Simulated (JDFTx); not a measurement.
## Cd: band structure with PBE

Crystal: Cd.

```
Cd
1.0
     2.97887    0.00000    0.00000
    -1.48944    2.57978    0.00000
     0.00000    0.00000    5.61765
Cd
2
Cartesian
  1.4894 0.8599 4.2132
  0.0000 1.7199 1.4044
```

```json
{
 "Program": "JDFTx 1.7.0 (patched build)",
 "Task": "band structure",
 "Functional": "PBE",
 "Potentials or basis": "PseudoDojo-SR-PBE-0.4.1-standard with smoothed tails",
 "Cutoff": "1388 eV",
 "Density cutoff": "11102 eV",
 "k mesh": "5 × 5 × 2",
 "Occupations": "fermi-dirac, width 0.05 eV",
 "Spin": "no spin polarisation",
 "Band ratio of the Davidson solver": "1.3",
 "Local potential set to -Z/r beyond": "6 bohr",
 "Bands": "27",
 "Density cutoff over wavefunction cutoff": "8",
 "Max SCF steps": "30",
 "SCF threshold on the energy": "1e-06 Ha",
 "Solver of the electrons": "minimize",
 "Further solve for the empty bands": "no",
 "Start": "density of an earlier self-consistent run, held fixed",
 "Path": "G-M-K-G-A-L-H-A-L-M-K-H"
}
```

```yaml
Band_gap_along_the_path: none (metal or under the smearing width)
```

Levels at the corners of the path, in eV from the Fermi level:
| point | band 17 | band 18 | band 19 | band 20 | band 21 | band 22 | band 23 | band 24 |
| --- | --- | --- | --- | --- | --- | --- | --- | --- |
| Γ | -8.44 | -8.19 | -8.19 | -2.75 | -2.73 | 10.67 | 14.19 | 15.03 |
| M | -7.92 | -7.90 | -2.05 | -1.55 | 2.26 | 3.30 | 3.46 | 5.53 |
| K | -8.32 | -8.32 | 0.32 | 0.32 | 0.70 | 4.65 | 5.15 | 5.15 |
| Γ | -8.44 | -8.19 | -8.19 | -2.75 | -2.73 | 10.67 | 14.19 | 15.03 |
| A | -8.30 | -8.30 | -7.08 | -7.08 | 3.99 | 3.99 | 14.47 | 14.47 |
| L | -7.91 | -7.91 | -1.25 | -1.25 | 0.38 | 0.38 | 8.29 | 8.29 |
| H | -8.21 | -8.21 | 1.33 | 1.33 | 1.82 | 1.82 | 2.14 | 2.14 |
| A | -8.30 | -8.30 | -7.08 | -7.08 | 3.99 | 3.99 | 14.47 | 14.47 |
| L | -7.91 | -7.91 | -1.25 | -1.25 | 0.38 | 0.38 | 8.29 | 8.29 |
| M | -7.92 | -7.90 | -2.05 | -1.55 | 2.26 | 3.30 | 3.46 | 5.53 |
| K | -8.32 | -8.32 | 0.32 | 0.32 | 0.70 | 4.65 | 5.15 | 5.15 |
| H | -8.21 | -8.21 | 1.33 | 1.33 | 1.82 | 1.82 | 2.14 | 2.14 |

It took 47 s on 1 thread of Intel(R) Xeon(R) Platinum 8488C (Sapphire Rapids), on a shared host, peak memory 0.2 GiB.

Caveat: the k mesh is coarse (spacing up to 0.56 Å⁻¹), so the values aren't converged.
